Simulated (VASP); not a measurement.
# Interstitial F in a supercell of TiPt3, part 5 of 6

Aim: the formation energy and local structure of interstitial F in TiPt3. The start is a cell from a database of measured crystal structures.

VASP 6.6.1, plane waves and PAW; the level of theory is named at each step.

So far. Step 7 (Reference Ti): The run ended after 6 ionic steps, 0.054 eV below its first step, once forces and stress met EDIFFG = -0.02. Step 7 (Reference Ti): Energy at zero smearing: -16.56422 eV.

The database entry behind the starting cell is an old determination (1943), so it need not match the best structure at ambient conditions.

## Step 8: Relaxing the defect

This step: PBEsol, no spin polarisation; plane waves and PAW (Pt, Ti, F) (VASP 6.6.1).

System of this step: Ti8Pt24F. The cell holds 33 atoms: 24 Pt, 8 Ti and 1 F. Its edges and angles: a = 7.789 Å, b = 7.789 Å, c = 7.789 Å, α = 90.0°, β = 90.0°, γ = 90.0°. It derives from TiPt3. Nearest the centre at fractional (0.000, 0.000, 0.250): F33 at 0.00 Å, Pt13 at 1.95 Å, Pt19 at 1.95 Å, Pt9 at 1.95 Å, Ti25 at 1.95 Å, Ti26 at 1.95 Å, Pt17 at 1.95 Å, Pt1 at 3.37 Å.

The host is treated as a metal, since its gap is under 0.3 eV or closed. The run keeps 16 symmetry operations, which cuts the number of k-points but bars distortions that break them. The atoms relax at the host's fixed cell.

INCAR reads:

```
SYSTEM = Ti8Pt24F
PREC = Normal
ENCUT = 400
EDIFF = 1E-05
NELM = 120
ISMEAR = 1
SIGMA = 0.2
LREAL = Auto
ALGO = Fast
GGA = PS
NBANDS = 164
LASPH = .TRUE.
LORBIT = 11
LWAVE = .FALSE.
LCHARG = .TRUE.
KPAR = 4
IBRION = 2
NSW = 50
ISIF = 2
EDIFFG = -0.03
POTIM = 0.4
MAXMIX = 40
ISYM = 2
```

POSCAR reads:

```
Ti8Pt24F
1.0
    7.7892023886      0.0000000000      0.0000000000
    0.0000000000      7.7892023886      0.0000000000
    0.0000000000      0.0000000000      7.7892023886
Pt Ti F
24 8 1
Direct
    0.2500000000      0.2500000000      0.0000000000
    0.2500000000      0.2500000000      0.5000000000
    0.2500000000      0.7500000000      0.0000000000
    0.2500000000      0.7500000000      0.5000000000
    0.7500000000      0.2500000000      0.0000000000
    0.7500000000      0.2500000000      0.5000000000
    0.7500000000      0.7500000000      0.0000000000
    0.7500000000      0.7500000000      0.5000000000
    0.2500000000      0.0000000000      0.2500000000
    0.2500000000      0.0000000000      0.7500000000
    0.2500000000      0.5000000000      0.2500000000
    0.2500000000      0.5000000000      0.7500000000
    0.7500000000      0.0000000000      0.2500000000
    0.7500000000      0.0000000000      0.7500000000
    0.7500000000      0.5000000000      0.2500000000
    0.7500000000      0.5000000000      0.7500000000
    0.0000000000      0.2500000000      0.2500000000
    0.0000000000      0.2500000000      0.7500000000
    0.0000000000      0.7500000000      0.2500000000
    0.0000000000      0.7500000000      0.7500000000
    0.5000000000      0.2500000000      0.2500000000
    0.5000000000      0.2500000000      0.7500000000
    0.5000000000      0.7500000000      0.2500000000
    0.5000000000      0.7500000000      0.7500000000
    0.0000000000      0.0000000000      0.0000000000
    0.0000000000      0.0000000000      0.5000000000
    0.0000000000      0.5000000000      0.0000000000
    0.0000000000      0.5000000000      0.5000000000
    0.5000000000      0.0000000000      0.0000000000
    0.5000000000      0.0000000000      0.5000000000
    0.5000000000      0.5000000000      0.0000000000
    0.5000000000      0.5000000000      0.5000000000
    0.0000000000      0.0000000000      0.2500000000
```

KPOINTS reads:

```
Automatic mesh
0
Monkhorst-Pack
3 3 3
0 0 0
```

The projector-augmented-wave data sets are Pt, Ti and F (PBE family, release 64).

Launch:

```bash
mpirun -np 4 vasp_std
```

What it wrote:

```text
[banner, memory and clock lines left out]
running    4 mpi-ranks, on    1 nodes
 distrk:  each k-point on    1 cores,    4 groups
 distr:  one band on    1 cores,    1 groups

 POSCAR found type information on POSCAR PtTiF
 POSCAR found :  3 types and      33 ions
 [... a notice as in an earlier step ...]

 LDA part: xc-table for (Slater+PW92), standard interpolation
 POSCAR, INCAR and KPOINTS ok, starting setup
 FFT: planning ... GRIDC
 FFT: planning ... GRID_SOFT
 FFT: planning ... GRID
 WAVECAR not read
 entering main loop
       N       E                     dE             d eps       ncg     rms          rms(c)
DAV:   1     0.222318554018E+04    0.22232E+04   -0.10391E+05  2016   0.136E+03
DAV:   2     0.107133178815E+03   -0.21161E+04   -0.19972E+04  1980   0.353E+02
DAV:   3    -0.240844061397E+03   -0.34798E+03   -0.32587E+03  2584   0.123E+02
DAV:   4    -0.281352525067E+03   -0.40508E+02   -0.38301E+02  2680   0.395E+01
DAV:   5    -0.283779685463E+03   -0.24272E+01   -0.23555E+01  2688   0.807E+00    0.790E+01
RMM:   6    -0.261788614213E+03    0.21991E+02   -0.95572E+01  1982   0.276E+01    0.345E+01
RMM:   7    -0.265681129517E+03   -0.38925E+01   -0.61943E+01  1973   0.245E+01    0.323E+01
RMM:   8    -0.256564602900E+03    0.91165E+01   -0.23787E+01  1989   0.157E+01    0.107E+01
RMM:   9    -0.256851982824E+03   -0.28738E+00   -0.14910E+01  2136   0.593E+00    0.681E+00
RMM:  10    -0.256890632196E+03   -0.38649E-01   -0.31793E+00  2348   0.348E+00    0.667E+00
RMM:  11    -0.256379798688E+03    0.51083E+00   -0.47972E-01  2198   0.176E+00    0.365E+00
RMM:  12    -0.256311347114E+03    0.68452E-01   -0.29180E-01  2337   0.943E-01    0.244E+00
RMM:  13    -0.256280013532E+03    0.31334E-01   -0.18538E-01  2425   0.766E-01    0.117E+00
RMM:  14    -0.256276279029E+03    0.37345E-02   -0.36587E-02  2316   0.420E-01    0.768E-01
RMM:  15    -0.256274605728E+03    0.16733E-02   -0.20140E-02  2596   0.242E-01    0.350E-01
RMM:  16    -0.256274099945E+03    0.50578E-03   -0.40023E-03  2573   0.131E-01    0.181E-01
RMM:  17    -0.256273994704E+03    0.10524E-03   -0.10218E-03  2480   0.862E-02    0.803E-02
RMM:  18    -0.256273811757E+03    0.18295E-03    0.91847E-04  2242   0.481E-02    0.491E-02
RMM:  19    -0.256273707085E+03    0.10467E-03    0.94694E-04  2327   0.239E-02    0.160E-02
RMM:  20    -0.256273608516E+03    0.98569E-04    0.97876E-04  1494   0.122E-02    0.122E-02
RMM:  21    -0.256273524125E+03    0.84391E-04    0.82362E-04  1364   0.863E-03    0.810E-03
RMM:  22    -0.256273452819E+03    0.71305E-04    0.70961E-04  1329   0.533E-03    0.843E-03
RMM:  23    -0.256273392665E+03    0.60155E-04    0.58777E-04  1316   0.494E-03    0.392E-03
RMM:  24    -0.256273342315E+03    0.50350E-04    0.50067E-04  1069   0.286E-03    0.329E-03
RMM:  25    -0.256273299929E+03    0.42386E-04    0.41995E-04  1067   0.331E-03    0.133E-03
RMM:  26    -0.256273263993E+03    0.35936E-04    0.35735E-04   770   0.195E-03    0.529E-04
RMM:  27    -0.256273233512E+03    0.30481E-04    0.30376E-04   642   0.169E-03    0.859E-04
RMM:  28    -0.256273205774E+03    0.27738E-04    0.27526E-04   563   0.156E-03    0.101E-03
RMM:  29    -0.256273183103E+03    0.22671E-04    0.22421E-04   549   0.148E-03    0.203E-03
RMM:  30    -0.256273161682E+03    0.21422E-04    0.21193E-04   525   0.148E-03    0.179E-03
RMM:  31    -0.256273144364E+03    0.17317E-04    0.17179E-04   645   0.155E-03    0.143E-03
RMM:  32    -0.256273128645E+03    0.15719E-04    0.15653E-04   488   0.136E-03    0.177E-03
RMM:  33    -0.256273115174E+03    0.13471E-04    0.13407E-04   497   0.137E-03    0.192E-03
RMM:  34    -0.256273103177E+03    0.11997E-04    0.11960E-04   476   0.136E-03    0.215E-03
RMM:  35    -0.256273092561E+03    0.10615E-04    0.10584E-04   464   0.136E-03    0.238E-03
RMM:  36    -0.256273083386E+03    0.91751E-05    0.91605E-05   460   0.136E-03
   1 F= -.25627308E+03 E0= -.25631294E+03  d E =-.256273E+03
 curvature:   0.00 expect dE= 0.000E+00 dE for cont linesearch  0.000E+00
 trial: gam= 0.00000 g(F)=  0.115E+02 g(S)=  0.000E+00 ort = 0.000E+00 (trialstep = 0.100E+01)
 search vector abs. value=  0.115E+02
 bond charge predicted
       N       E                     dE             d eps       ncg     rms          rms(c)
DAV:   1    -0.255488081932E+03    0.78501E+00   -0.26044E+03  1968   0.106E+02    0.176E+01
RMM:   2    -0.263383128030E+03   -0.78950E+01   -0.80340E+01  2044   0.239E+01    0.222E+01
RMM:   3    -0.261557662847E+03    0.18255E+01   -0.26407E+01  2093   0.147E+01    0.842E+00
RMM:   4    -0.264804674335E+03   -0.32470E+01   -0.20790E+01  2173   0.125E+01    0.174E+01
RMM:   5    -0.271525196998E+03   -0.67205E+01   -0.15947E+01  2245   0.704E+00    0.245E+01
RMM:   6    -0.272154469820E+03   -0.62927E+00   -0.26554E+00  2554   0.291E+00    0.246E+01
RMM:   7    -0.271790274944E+03    0.36419E+00   -0.34094E-01  2327   0.114E+00    0.245E+01
RMM:   8    -0.265509658897E+03    0.62806E+01   -0.62801E+00  3036   0.548E+00    0.188E+01
RMM:   9    -0.264243119119E+03    0.12665E+01   -0.76892E-01  2196   0.200E+00    0.152E+01
RMM:  10    -0.264626191724E+03   -0.38307E+00   -0.20062E-01  2055   0.109E+00    0.160E+01
RMM:  11    -0.264014332749E+03    0.61186E+00   -0.19928E-01  2220   0.107E+00    0.151E+01
RMM:  12    -0.264043770060E+03   -0.29437E-01   -0.45868E-02  2413   0.343E-01    0.152E+01
RMM:  13    -0.263797634799E+03    0.24614E+00   -0.45336E-02  2237   0.502E-01    0.148E+01
RMM:  14    -0.263160036035E+03    0.63760E+00   -0.24725E-01  2889   0.957E-01    0.135E+01
RMM:  15    -0.262828016438E+03    0.33202E+00   -0.83657E-02  2538   0.571E-01    0.126E+01
RMM:  16    -0.262517818174E+03    0.31020E+00   -0.93126E-02  2635   0.584E-01    0.117E+01
RMM:  17    -0.262204174915E+03    0.31364E+00   -0.12349E-01  2751   0.681E-01    0.109E+01
RMM:  18    -0.262187132443E+03    0.17042E-01   -0.11783E-02  2600   0.154E-01    0.109E+01
RMM:  19    -0.262215131259E+03   -0.27999E-01   -0.12635E-03  2210   0.779E-02    0.109E+01
RMM:  20    -0.262276643650E+03   -0.61512E-01   -0.73922E-03  2556   0.155E-01    0.110E+01
RMM:  21    -0.262005812086E+03    0.27083E+00   -0.39915E-01  3699   0.153E+00    0.100E+01
RMM:  22    -0.261536848943E+03    0.46896E+00   -0.29589E-01  3636   0.116E+00    0.845E+00
RMM:  23    -0.261127951759E+03    0.40890E+00   -0.35056E-01  3674   0.120E+00    0.656E+00
RMM:  24    -0.261154083467E+03   -0.26132E-01   -0.50858E-02  3455   0.460E-01    0.632E+00
RMM:  25    -0.260811257997E+03    0.34283E+00   -0.81873E-01  3710   0.198E+00    0.284E+00
RMM:  26    -0.260870150942E+03   -0.58893E-01   -0.10538E-01  3560   0.756E-01    0.290E+00
RMM:  27    -0.260912210181E+03   -0.42059E-01   -0.36916E-02  3310   0.415E-01    0.334E+00
RMM:  28    -0.260821942242E+03    0.90268E-01   -0.12065E-01  3590   0.773E-01    0.237E+00
RMM:  29    -0.260771720950E+03    0.50221E-01   -0.83575E-02  3529   0.502E-01    0.130E+00
RMM:  30    -0.260785916990E+03   -0.14196E-01   -0.10685E-02  2788   0.224E-01    0.155E+00
RMM:  31    -0.260786260609E+03   -0.34362E-03   -0.14693E-02  3097   0.250E-01    0.147E+00
RMM:  32    -0.260776375804E+03    0.98848E-02   -0.36472E-03  2347   0.130E-01    0.124E+00
RMM:  33    -0.260762630686E+03    0.13745E-01   -0.20836E-02  3086   0.266E-01    0.802E-01
RMM:  34    -0.260759851570E+03    0.27791E-02   -0.27604E-03  2491   0.875E-02    0.659E-01
RMM:  35    -0.260762806176E+03   -0.29546E-02   -0.12098E-03  2222   0.899E-02    0.800E-01
RMM:  36    -0.260756387049E+03    0.64191E-02   -0.15095E-02  3277   0.248E-01    0.475E-01
RMM:  37    -0.260756450797E+03   -0.63748E-04   -0.30955E-04  2339   0.288E-02    0.474E-01
RMM:  38    -0.260756605688E+03   -0.15489E-03   -0.74861E-05  1960   0.250E-02    0.476E-01
RMM:  39    -0.260756601294E+03    0.43939E-05   -0.13121E-05  1516   0.124E-02
   2 F= -.26075660E+03 E0= -.26078279E+03  d E =-.448352E+01
[... from here on, the cycles between the ionic steps are left out ...]
   3 F= -.26083958E+03 E0= -.26086820E+03  d E =-.456650E+01
   4 F= -.26084040E+03 E0= -.26086905E+03  d E =-.456732E+01
   5 F= -.26120178E+03 E0= -.26122834E+03  d E =-.361380E+00
   6 F= -.26120865E+03 E0= -.26123486E+03  d E =-.368254E+00
   7 F= -.26123580E+03 E0= -.26126140E+03  d E =-.271450E-01
   8 F= -.26124520E+03 E0= -.26127047E+03  d E =-.365424E-01
   9 F= -.26124526E+03 E0= -.26127053E+03  d E =-.366062E-01
  10 F= -.26124526E+03 E0= -.26127055E+03  d E =-.366093E-01
  11 F= -.26125043E+03 E0= -.26127578E+03  d E =-.516504E-02
  12 F= -.26125076E+03 E0= -.26127615E+03  d E =-.549690E-02
  13 F= -.26125077E+03 E0= -.26127615E+03  d E =-.550115E-02
  14 F= -.26125077E+03 E0= -.26127615E+03  d E =-.550237E-02
  15 F= -.26125116E+03 E0= -.26127655E+03  d E =-.388975E-03
  16 F= -.26125115E+03 E0= -.26127655E+03  d E =-.386785E-03
 curvature:  -0.75 expect dE=-0.137E-03 dE for cont linesearch -0.890E-06
 trial: gam= 0.27295 g(F)=  0.183E-03 g(S)=  0.000E+00 ort = 0.265E-04 (trialstep = 0.130E+01)
 search vector abs. value=  0.242E-03
 bond charge predicted
       N       E                     dE             d eps       ncg     rms          rms(c)
DAV:   1    -0.261251306412E+03   -0.15146E-03   -0.28876E-02  1996   0.351E-01    0.547E-02
RMM:   2    -0.261251301136E+03    0.52767E-05   -0.34242E-04  2004   0.630E-02    0.373E-02
RMM:   3    -0.261251306705E+03   -0.55698E-05   -0.12355E-04  2099   0.271E-02    0.113E-02
RMM:   4    -0.261251308443E+03   -0.17380E-05   -0.28720E-05  1290   0.138E-02
  17 F= -.26125131E+03 E0= -.26127668E+03  d E =-.155056E-03
 trial-energy change:   -0.000155  1 .order   -0.000142   -0.000247   -0.000038
 step:   1.5326(harm=  1.5326)  dis= 0.00257  next Energy=  -261.251299 (dE=-0.146E-03)
 reached required accuracy - stopping structural energy minimisation
```

It took 10 min on 4 MPI ranks of Intel Xeon 6975P-C (Granite Rapids), shared host; peak memory 1.7 GiB; 40 min of CPU time.

(Continued in part 6 of 6.)

[Lines on the potential files, build, host, timing and source positions are cut from VASP's logs without a mark.]

[Logs are printed without paths, hosts, clocks, repeated set-up lines and the standing remarks that a program may print on its own settings, such as how far it seeks lower states.]

[Hosts, paths, dates, database ids (printed as entryN), source tags and the programs' standing remarks are cut or masked in the printed files.]

[In band tables of VASP the shares of atoms and orbitals are scaled to a sum of 1 inside the atoms' spheres.]

[Runs that stopped without an error message from VASP are left out.]
